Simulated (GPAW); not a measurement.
PbS (Galena), 2 atoms in the cell. The structure is cubic, space group Fm-3m (No. 225). The conventional cell has a = 5.931 Å, b = 5.931 Å, c = 5.931 Å, α = 90.00°, β = 90.00°, γ = 90.00°. Pb (site symmetry m-3m) is surrounded by 6 S at 2.97 Å. Around S (site symmetry m-3m) lie 6 Pb at 2.97 Å. 

* Program: GPAW 26.7.0
* Task: optical spectrum
* Functional: PBE
* Potentials or basis: GPAW PAW data sets (gpaw-data 1.2.1)
* Cutoff: 500 eV
* Basis: pw
* k mesh: 6 × 6 × 6
* Occupations: fermi-dirac, width 0.001 eV
* Spin: no spin polarisation
* Kernel: Bootstrap
* Eta: 0.1 eV
* Response ecut: 50 eV
* Maxiter: 150
* Response k mesh: 20 × 20 × 20
* Domega0: 0.05 eV
* Omega2: 10 eV
* Scissors: 0.22 eV
* Scissors from: G0W0 less DFT direct gap, same cell and functional
* Response bands: 30
* Directions: ["x"]
* Intraband: no

Potentials or basis: GPAW PAW data sets (gpaw-data 1.2.1), pw.

The run is started by

```console
$ OMP_NUM_THREADS=1 python run.py
```

Hardware: 1 thread of Arm Neoverse V2 (shared host).

Estimate the wall time of this run.

Run time: 4.4 min on 1 thread of Arm Neoverse V2, with other jobs on the host, peak memory 0.61 GiB. Counts: scf iterations 22, plane waves 1363, bands 19, k points 16.
